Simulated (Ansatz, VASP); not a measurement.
## Be: VASP beside Ansatz

Contents of INCAR:

```
ALGO = Normal
EDIFF = 1E-6
ENCUT = 520
GGA = PE
ISIF = 2
ISMEAR = 0
LASPH = True
LCHARG = False
LREAL = False
LWAVE = False
NBANDS = 7
NELM = 100
PREC = Accurate
SIGMA = 0.1
```

The input KPOINTS:

```
k-points
0
Gamma
  24 24 24
```

The input POSCAR:

```
Be
1.0
   -1.2747362733      1.2747362733      1.2747362733
    1.2747362733     -1.2747362733      1.2747362733
    1.2747362733      1.2747362733     -1.2747362733
Be
1
Direct
    0.0000000000      0.0000000000      0.0000000000
```

Input for Ansatz:

```yaml
crystal:
  lattice:
    - [-1.2747362733, 1.2747362733, 1.2747362733]
    - [1.2747362733, -1.2747362733, 1.2747362733]
    - [1.2747362733, 1.2747362733, -1.2747362733]
  atoms:
    - { symbol: Be, position: [0.0, 0.0, 0.0] }
basis:
  ecutwfc: 420
kpoints:
  mp_grid: { grid: [24, 24, 24] }
hamiltonian:
  xc: pbe
scf:
  occupations: { method: gaussian, width: 0.1 }
output:
  forces: true
  stress: true
  eigenvalues: true
```

Alike in both runs: task single point; functional PBE; k mesh 24 × 24 × 24; occupations gaussian, width 0.1 eV; no spin polarisation.

|  | VASP | Ansatz |
| --- | --- | --- |
| version | VASP 6.6.1 | Ansatz 0.2.0 |
| potentials or method | VASP PAW PBE potentials, release 64 (Be) | scalar-relativistic, plane waves, PAW |
| plane-wave cutoff (eV) | 520 | 420 |
| valence electrons in the cell | 2 | 2 |

```csv
,VASP,Ansatz,Ansatz less VASP
gap on the k mesh at the Fermi level (eV),none,none,-
pressure (GPa),-6.4,-6.5,-0.13
```

A gap of «none» marks a metal or a gap that the smearing closes.
